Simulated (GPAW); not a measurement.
The system is GaP.

```
Ga P
1.0
     0.00000    2.72525    2.72525
     2.72525    0.00000    2.72525
     2.72525    2.72525    0.00000
Ga P
1 1
Direct
  0.00000 0.00000 0.00000
  0.25000 0.25000 0.25000
```

Base run:

| Quantity | Value |
| --- | --- |
| Program | GPAW 26.7.0 |
| Functional | PBE |
| Potentials or basis | GPAW PAW data sets (gpaw-data 1.2.1) |
| Basis | fd |
| Grid spacing | 0.16 Å |
| k mesh | 8 × 8 × 8 |
| Occupations | fermi-dirac, width 0.05 eV |
| Spin | no spin polarisation |

Its results: band gap on the k mesh 1.67 eV, indirect (least direct gap 1.89 eV).

The run is repeated on the same cell with these changes: basis from fd to lcao:dzp. What comes out?

Band gap on the k mesh 1.72 eV, indirect (least direct gap 1.89 eV).

Caveats: the basis of atomic orbitals isn't converged, which shifts pressures, moduli and gaps (some runs).

A k mesh can miss the band edges.

Not every run made on this cell is shown here.
